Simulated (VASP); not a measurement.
## VASP 6.6.1, r²SCAN single-point calculation, BaHfO$_{3}$ (strained cubic perovskite)

INCAR

```
LWAVE = .FALSE.
LASPH = .TRUE.
NSW = 0
ISMEAR = 0
EDIFF = 1E-7
SIGMA = 0.01
NBANDS = 27
ISIF = 2
LREAL = .FALSE.
IBRION = -1
LCHARG = .FALSE.
METAGGA = R2SCAN
NELM = 120
PREC = Accurate
ALGO = Normal
ENCUT = 520
```

KPOINTS

```
KPOINTS created by Atomic Simulation Environment
0
Gamma
6 6 6
0 0 0
```

KPOINTS_OPT

```
special points
4
Reciprocal
0.0000000000 0.0000000000 0.0000000000 1
0.0000000000 0.5000000000 0.0000000000 1
0.5000000000 0.5000000000 0.0000000000 1
0.5000000000 0.5000000000 0.5000000000 1
```

POSCAR

```
Ba Hf O
 1.0000000000000000
     4.3023705339999996    0.0000000000000000    0.0000000000000000
     0.0000000000000000    4.3023705339999996    0.0000000000000000
     0.0000000000000000    0.0000000000000000    4.3023705339999996
 Ba  Hf  O
   1   1   3
Cartesian
  0.0000000000000000  0.0000000000000000  0.0000000000000000
  2.1511852669999998  2.1511852669999998  2.1511852669999998
  2.1511852669999998  2.1511852669999998  0.0000000000000000
  2.1511852669999998  0.0000000000000000  2.1511852669999998
  0.0000000000000000  2.1511852669999998  2.1511852669999998
```

VASP ran with the recommended PBE PAW datasets (38 valence electrons in the cell).

Command

```
mpirun -np 1 vasp_std
```

From OUTCAR

```
k-points           NKPTS =     20   k-points in BZ     NKDIM =     20   number of bands    NBANDS=     27

   NELECT =      38.0000    total number of electrons

   dimension x,y,z NGX =    32 NGY =   32 NGZ =   32
   dimension x,y,z NGXF=    64 NGYF=   64 NGZF=   64

  energy-cutoff  :      520.00
  volume of cell :       79.64
      direct lattice vectors                 reciprocal lattice vectors
     4.302370534  0.000000000  0.000000000     0.232430004  0.000000000  0.000000000
     0.000000000  4.302370534  0.000000000     0.000000000  0.232430004  0.000000000
     0.000000000  0.000000000  4.302370534     0.000000000  0.000000000  0.232430004

 k-points in reciprocal lattice and weights: KPOINTS created by Atomic Simulation Env
   0.00000000  0.00000000  0.00000000       0.005
   0.16666667  0.00000000  0.00000000       0.028
   0.33333333  0.00000000  0.00000000       0.028
   0.50000000  0.00000000  0.00000000       0.014
   0.16666667  0.16666667  0.00000000       0.056
   0.33333333  0.16666667  0.00000000       0.111
   0.50000000  0.16666667  0.00000000       0.056
   0.33333333  0.33333333  0.00000000       0.056
   ...

 E-fermi :   1.6636

 k-point     1 :       0.0000    0.0000    0.0000
  band No.  band energies     occupation
      1     -28.6673      2.00000
      2     -28.6673      2.00000
      3     -28.6673      2.00000
      4     -24.6098      2.00000
      5     -15.8086      2.00000
      6     -15.3143      2.00000
      7     -15.3143      2.00000
      8      -9.3114      2.00000
      9      -9.3114      2.00000
     10      -9.3114      2.00000
     11      -0.2252      2.00000
     12      -0.2252      2.00000
     13      -0.2252      2.00000
     14       0.7310      2.00000
     15       0.7310      2.00000
     16       0.7310      2.00000
     17       1.3010      2.00000
     18       1.3010      2.00000
     19       1.3010      2.00000
     20       5.5123      0.00000
     21       5.5123      0.00000
     22       5.5123      0.00000
     23       6.6965      0.00000
     24       6.6965      0.00000
     25       7.4257      0.00000
     26       9.5946      0.00000
     27       9.5946      0.00000

 k-point     2 :       0.1667    0.0000    0.0000
  band No.  band energies     occupation
      1     -28.6899      2.00000
      2     -28.6667      2.00000
      3     -28.6667      2.00000
      4     -24.5987      2.00000
      5     -15.7818      2.00000
      6     -15.3102      2.00000
      7     -15.2275      2.00000
      8      -9.2963      2.00000
      9      -9.2963      2.00000
     10      -9.2804      2.00000
     11      -0.6645      2.00000
     12      -0.2640      2.00000
     13      -0.2640      2.00000
     14       0.5214      2.00000
     15       0.5214      2.00000
     16       0.5676      2.00000
     17       0.7575      2.00000
     18       1.1975      2.00000
     19       1.1975      2.00000
     20       5.6105      0.00000
     21       6.0597      0.00000
     22       6.0597      0.00000
     23       7.0806      0.00000
     24       7.1120      0.00000
     25       7.9858      0.00000
     26       9.5925      0.00000
     27      10.1388      0.00000

 k-point     3 :       0.3333    0.0000    0.0000
  band No.  band energies     occupation
      1     -28.7345      2.00000
      2     -28.6655      2.00000
      3     -28.6655      2.00000
      4     -24.5765      2.00000
      5     -15.8011      2.00000
      6     -15.3018      2.00000
      7     -14.9618      2.00000
      8      -9.2655      2.00000
      9      -9.2655      2.00000
     10      -9.2183      2.00000
     11      -1.6758      2.00000
     12      -0.3607      2.00000
     13      -0.3607      2.00000
     14       0.1248      2.00000
     15       0.1693      2.00000
     16       0.1693      2.00000
     17       0.2774      2.00000
     18       1.0438      2.00000
     19       1.0438      2.00000
     20       5.8359      0.00000
     21       7.1979      0.00000
     22       7.1979      0.00000
     23       7.8742      0.00000
     24       8.0182      0.00000
     25       9.1997      0.00000
     26       9.5771      0.00000
     27       9.5875      0.00000

 k-point     4 :       0.5000    0.0000    0.0000
  band No.  band energies     occupation
      1     -28.7565      2.00000
      2     -28.6649      2.00000
      3     -28.6649      2.00000
      4     -24.5653      2.00000
      5     -15.8277      2.00000
      6     -15.2974      2.00000
      7     -14.8004      2.00000
      8      -9.2500      2.00000
      9      -9.2500      2.00000
     10      -9.1872      2.00000
     11      -2.1904      2.00000
     12      -0.4223      2.00000
     13      -0.4223      2.00000
     14      -0.0897      2.00000
     15       0.0262      2.00000
     16       0.0262      2.00000
     17       0.1464      2.00000
     18       0.9816      2.00000
     19       0.9816      2.00000
     20       5.9692      0.00000
     21       7.8703      0.00000
     22       7.8703      0.00000
     23       8.3041      0.00000
     24       8.5362      0.00000
     25       9.3049      0.00000
     26       9.5552      0.00000
     27       9.9455      0.00000

 k-point     5 :       0.1667    0.1667    0.0000
  band No.  band energies     occupation
      1     -28.6897      2.00000
      2     -28.6887      2.00000
      3     -28.6661      2.00000
      4     -24.5889      2.00000
      5     -15.7287      2.00000
      6     -15.2525      2.00000
      7     -15.2118      2.00000
      8      -9.3320      2.00000
      9      -9.2798      2.00000
     10      -9.2315      2.00000
     11      -0.8333      2.00000
     12      -0.5465      2.00000
     13      -0.2955      2.00000
     14      -0.0040      2.00000
     15       0.3391      2.00000
     16       0.5386      2.00000
     17       0.7404      2.00000
     18       1.0391      2.00000
     19       1.0616      2.00000
     20       6.1326      0.00000
     21       6.1521      0.00000
     22       6.3628      0.00000
     23       7.5226      0.00000
     24       7.5229      0.00000
     25       8.3826      0.00000
     26       9.9678      0.00000
     27      10.0392      0.00000

 k-point     6 :       0.3333    0.1667    0.0000
  band No.  band energies     occupation
      1     -28.7335      2.00000
      2     -28.6877      2.00000
      3     -28.6649      2.00000
      4     -24.5693      2.00000
      5     -15.7077      2.00000
      6     -15.2342      2.00000
      7     -14.9793      2.00000
      8      -9.3212      2.00000
      9      -9.2463      2.00000
     10      -9.2163      2.00000
     11      -1.7105      2.00000
     12      -0.7790      2.00000
     13      -0.5632      2.00000
     14      -0.3796      2.00000
     15       0.0174      2.00000
     16       0.2733      2.00000
     17       0.6737      2.00000
     18       0.8634      2.00000
     19       0.9573      2.00000
     20       6.3307      0.00000
     21       7.2336      0.00000
     22       7.2369      0.00000
     23       8.3014      0.00000
     24       8.4575      0.00000
     25       9.1275      0.00000
     26       9.7767      0.00000
     27      10.1841      0.00000

 k-point     7 :       0.5000    0.1667    0.0000
  band No.  band energies     occupation
      1     -28.7553      2.00000
      2     -28.6869      2.00000
      3     -28.6643      2.00000
      4     -24.5595      2.00000
      5     -15.7211      2.00000
      6     -15.2312      2.00000
      7     -14.8226      2.00000
      8      -9.2864      2.00000
      9      -9.2384      2.00000
     10      -9.2293      2.00000
     11      -2.2164      2.00000
     12      -0.9129      2.00000
     13      -0.6998      2.00000
     14      -0.4378      2.00000
     15      -0.1162      2.00000
     16       0.2182      2.00000
     17       0.6330      2.00000
     18       0.7863      2.00000
     19       0.8760      2.00000
     20       6.4397      0.00000
     21       7.8359      0.00000
     22       7.8871      0.00000
     23       8.6898      0.00000
     24       8.9837      0.00000
     25       9.2629      0.00000
     26       9.7149      0.00000
     27      10.2816      0.00000

 ...

  Total       -6.5847625     -6.5847625     -6.5847625      0.0000000      0.0000000     -0.0000000
  in kB     -132.4729680   -132.4729680   -132.4729680      0.0000000      0.0000000     -0.0000000
  external PRESSURE =    -132.4729680 kB  Pullay stress =       0.0000000 kB

 POSITION                                       TOTAL-FORCE (eV/Angst)
 -----------------------------------------------------------------------------------
      0.00000      0.00000      0.00000         0.000000      0.000000      0.000000
      2.15119      2.15119      2.15119         0.000000      0.000000      0.000000
      2.15119      2.15119      0.00000         0.000000      0.000000      0.000000
      2.15119      0.00000      2.15119         0.000000      0.000000      0.000000
      0.00000      2.15119      2.15119         0.000000      0.000000      0.000000
 -----------------------------------------------------------------------------------
    total drift:                                0.000000     -0.000000     -0.000000

  FREE ENERGIE OF THE ION-ELECTRON SYSTEM (eV)
  ---------------------------------------------------
  free  energy   TOTEN  =      -107.6983609552 eV

  energy  without entropy=     -107.6983609552  energy(sigma->0) =     -107.69836096
```

| Quantity | Value |
| --- | --- |
| gap between bands v and c | 3.90 eV |
| least direct gap | 4.21 eV |
| pressure | -13.2 GPa |

Band v is the last that the valence electrons fill when counted band by band, and c is the next.

The run took about 73 s on one core of a shared host (Intel Xeon Platinum 8488C) and held 0.22 GiB at most.
